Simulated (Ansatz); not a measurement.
# BN: a single-point run

Wanted: a converged single-point run for BN, and a check of what comes out. The structure is shown as the input types it.

Computed with Ansatz 0.2.0 (density functional or hybrid calculation with the settings of its input, plane waves (as first typed), unless a step's input says otherwise).

2 further runs of the same task are left out: 2 that didn't finish. Runs told in other sessions of the task aren't counted.

### Step 1. Starting point

Symmetry: Fmm2, No. 42, orthorhombic system. Conventional cell: a = 2.502 Å, b = 6.586 Å, c = 4.327 Å, α = 90.00°, β = 90.00°, γ = 90.00°. B (site symmetry mm2) is surrounded by 3 N at 1.44 Å. N (site symmetry mm2) has 3 B at 1.44 Å in its first shell of neighbours.

Coordinates:

```
B N
1.0
     0.00000    3.29286    2.16328
     1.25096    0.00000    2.16328
     1.25096    3.29286    0.00000
B N
1 1
Direct
  0.00011 0.00011 0.99989
  0.66659 0.66659 0.33341
```

### Step 2. The calculation

Contents of input.yaml:

```yaml
crystal:
  lattice:
    - [0.0, 3.2928569245, 2.1632761898]
    - [1.2509583898, 0.0, 2.1632761898]
    - [1.2509583898, 3.2928569245, 0.0]
  atoms:
    - { symbol: B, position: [0.0001138439, 0.0001138439, 0.9998861561] }
    - { symbol: "N", position: [0.6665861461, 0.6665861461, 0.3334138539] }
kpoints:
  mp_grid: { grid: [6, 6, 6] }
hamiltonian:
  xc: hse06
scf:
  occupations: { method: fixed }
  n_extra_bands: 4
  exx: { max_outer_iter: 2 }
output:
  forces: true
  stress: true
  eigenvalues: true
```

Launch:

```console
ansatz run input.yaml --threads 4 --pin off --max-ram 4608MiB --backend cpu --events-out ev --progress --plain --runs-dir out
```

What happens when this is run?

The program finished normally, with warnings (stress exchange threshold loose, stress scf threshold loose). Its log warns: «output.stress: scf.convergence.dr2_threshold = 1e-7 eV (the SCF's general default) is looser than the 2e-10 eV advised for a printed stress (1e-10 eV for each atom of the ...»

In the input, scf.exx.max_outer_iter is 2. What could go wrong: too low a cap on iterations. It still converged here, which does not make the setting sound.

Run again and compare: delete scf.exx.max_outer_iter (the default then holds).
